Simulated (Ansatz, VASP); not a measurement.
This is a calculation of MgO for VASP 6.6.1.

File INCAR:

```
SYSTEM = MgO
ALGO = Normal
EDIFF = 1E-7
ENCUT = 520
GGA = PE
ISIF = 2
ISMEAR = -1
LASPH = .True.
LCHARG = .False.
LREAL = .False.
LWAVE = .False.
NBANDS = 11
NELM = 80
PREC = Accurate
SIGMA = 0.05
```

KPOINTS

```
k-points
0
Gamma
  11 11 11
  0 0 0
```

The input POSCAR:

```
MgO
1.0
    0.0000000000      2.1381295086      2.1381295086
    2.1381295086      0.0000000000      2.1381295086
    2.1381295086      2.1381295086      0.0000000000
Mg O
1 1
Direct
    0.0000000000      0.0000000000      0.0000000000
    0.5000000000      0.5000000000      0.5000000000
```

Potentials or basis: VASP PAW PBE potentials, release 64 (Mg, O).

Launch:

```console
$ cat potpaw_PBE.64/Mg/POTCAR potpaw_PBE.64/O/POTCAR > POTCAR
$ mpirun -np 1 vasp_std > vasp.out
```

Problem. Set up the same calculation for Ansatz 0.2.0. Potentials there: Ansatz PAW.

Solution. As run (the cutoff follows the program's own potentials):

Contents of input.yaml:

```yaml
crystal:
  lattice:
    - [0.0, 2.1381295086, 2.1381295086]
    - [2.1381295086, 0.0, 2.1381295086]
    - [2.1381295086, 2.1381295086, 0.0]
  atoms:
    - { symbol: Mg, position: [0.0, 0.0, 0.0] }
    - { symbol: O, position: [0.5, 0.5, 0.5] }
hamiltonian:
  xc: pbe
  pseudopotentials: { kind: paw }
kpoints:
  mp_grid: { grid: [11, 11, 11] }
scf:
  occupations: { method: fermi_dirac, width: 0.05 }
output:
  forces: true
  stress: true
  eigenvalues: true
```

Potentials or basis: Ansatz PAW.

Launch:

```console
$ ansatz run input.yaml --threads 1 --pin off --max-ram 3584MiB --backend cpu --events-out ev --progress --plain --runs-dir out
```

Both were run:

|  | VASP | Ansatz | Ansatz less VASP |
| --- | --- | --- | --- |
| gap on the k mesh at the Fermi level (eV) | 4.30 | 4.32 | +0.019 |
| least direct gap on the mesh (eV) | 4.30 | 4.32 | +0.019 |
| pressure (GPa) | -3.0 | -2.3 | +0.75 |

The functional is the same, so the differences come from potentials, cutoffs and numerics. The two sets of potentials don't hold the same shells in valence.

Caveats: odd divisions of the mesh miss points on the zone boundary, where band edges often lie, so the gap on the mesh can be too wide (Ansatz); the pressure holds a Pulay correction of +0.6 GPa for the finite cutoff (Ansatz).
